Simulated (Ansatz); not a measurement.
Set up this calculation in Ansatz 0.2.0, as the native input.

- Task: single point
- Functional: PBEsol
- Potentials or basis: all-electron LAPW, scalar-relativistic
- Cutoff: 331 eV (chosen from the basis error)
- Basis error allowed: 0.001 eV/atom
- k mesh: 8 × 8 × 4
- Occupations: fermi-dirac, width 0.05 eV
- Spin: no spin polarisation

Crystal: Ge.

```xyz
4
Lattice="3.9976 0.0000 0.0000 -1.9988 3.4620 0.0000 0.0000 0.0000 6.5994" Properties=species:S:1:pos:R:3 pbc="T T T"
Ge   -0.0176    2.3018    6.2007
Ge    2.0309    1.1743    2.8595
Ge    0.0334    2.3214    3.7435
Ge    2.0375    1.1317    0.4037
```

This isn't the form of Ge at room conditions, which is diamond.

The cell isn't the ideal one: atoms moved at random, drawn with an rms of 0.05 Å.

One way to write it, as run:

input.yaml

```yaml
crystal:
  lattice:
    - [3.9975858431, 0.0, 0.0]
    - [-1.9987929216, 3.462010894, 0.0]
    - [0.0, 0.0, 6.59937795]
  atoms:
    - { symbol: Ge, position: [0.328034, 0.664887, 0.939588] }
    - { symbol: Ge, position: [0.677631, 0.339187, 0.433296] }
    - { symbol: Ge, position: [0.343627, 0.670521, 0.567255] }
    - { symbol: Ge, position: [0.673128, 0.326905, 0.061173] }
kpoints:
  mp_grid: { grid: [8, 8, 4] }
scf:
  occupations: { method: fermi_dirac, width: 0.05 }
hamiltonian:
  xc: pbesol
  pseudopotentials: { kind: all_electron, lapw: { basis_error: 0.001 } }
output:
  forces: true
  stress: true
  eigenvalues: true
  populations: true
```

Potentials or basis: all-electron LAPW, scalar-relativistic.

The run is started by

```bash
$ ansatz run input.yaml --threads 2 --pin off --max-ram 8192MiB --backend cpu --events-out ev --progress --plain --runs-dir out
```

Results of the run:

The pressure is 0.0 GPa and the largest force is 0.628 eV/Å. The band gap on the k mesh is 0.10 eV, indirect (least direct gap 0.11 eV).

It took 5 min on 2 threads of Intel(R) Xeon(R) Processor @ 2.50GHz (Skylake/Cascade Lake), on a shared host, peak memory 1.1 GiB.
